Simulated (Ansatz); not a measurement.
## CaSe at 25 GPa: from Born charge to LO–TO splitting and polaron coupling

Level of theory: Ansatz, DFT PBE, scalar-relativistic, plane waves, PAW. Cutoff 420 eV, 10×10×10 k-points (Γ-centred), fixed occupations. No spin polarisation. Phonons by linear response, acoustic sum rule imposed.

The cell, relaxed at 25 GPa:
```cif
data_structure
_symmetry_space_group_name_H-M 'Fm-3m'
_symmetry_Int_Tables_number 225
_cell_length_a 5.4102
_cell_length_b 5.4102
_cell_length_c 5.4102
_cell_angle_alpha 90.000
_cell_angle_beta 90.000
_cell_angle_gamma 90.000
_cell_volume 158.35
loop_
_atom_site_label
_atom_site_type_symbol
_atom_site_symmetry_multiplicity
_atom_site_Wyckoff_symbol
_atom_site_fract_x
_atom_site_fract_y
_atom_site_fract_z
_atom_site_occupancy
Ca1 Ca 4 a 0.00000 0.00000 0.00000 1
Se1 Se 4 b 0.50000 0.00000 0.00000 1
```

Other phases may be more stable at this pressure.

Linear response gives ν_TO = 285.0 cm⁻¹, Born charges ±2.316 e (positive on Ca) and ε∞ = 6.871. The primitive cell holds 39.588 Å³, and the masses are 40.078 and 78.971 amu.

**Question.** Find ν_LO and the static dielectric constant.

**Answer.** The long-wave field adds a restoring force: ω_LO² − ω_TO² = Z*²e²/(ε_vac ε∞ μV). In these units ν_LO² − ν_TO² = 4.92064×10⁷ Z*²/(μ V ε∞) cm⁻², with μ = m₁m₂/(m₁ + m₂) = 26.586 amu: 36499 cm⁻². So ν_LO = √(285.0² + 36499) = 343.1 cm⁻¹, and the run gives 343.1. Lyddane–Sachs–Teller then gives ε0 = ε∞ (ν_LO/ν_TO)² = 9.96, against 9.96 in the run (it forms both from the same three quantities, so the match checks the arithmetic only). Between ν_TO and ν_LO the dielectric function is negative and an undamped crystal reflects fully: a reststrahlen band from 29.1 to 35.1 μm.

**Question.** What do the Clausius–Mossotti polarisability and the Szigeti charge come to?

**Answer.** With the Lorentz local field, α = (3V/4π)(ε∞ − 1)/(ε∞ + 2) = 6.25 Å³ for the pair, and e_S = 3Z*/(ε∞ + 2) = 0.78 e. The Born charge includes the electrons' response to the dipole's own local field, and e_S takes that enhancement out. The Lorentz field assumes point-like polarisable ions, a poor picture once ε∞ is this large, since the electron clouds then overlap or are shared, so both numbers are formal here.

**Question.** How strongly does a slow electron couple to the LO mode?

**Answer.** For one isotropic parabolic band, Fröhlich's constant is α_F = (1/ε∞ − 1/ε0) √(m* Ry/ħω_LO), with Ry = 13.606 eV, ħω_LO = 42.5 meV and m* in free-electron masses: α_F = 0.0451 × 17.88 × √m* = 0.81 √m*. The band mass isn't part of this run; for m* = 0.1, 0.3 and 1 it gives 0.26, 0.44, 0.81. In weak coupling the polaron lies α_F ħω_LO below the band edge (19 meV at m* = 0.3) with a mass m*(1 + α_F/6); past α_F of about 5 or 6 that expansion fails. A semilocal functional's ε∞ tends to be too large, which taken alone lowers α_F.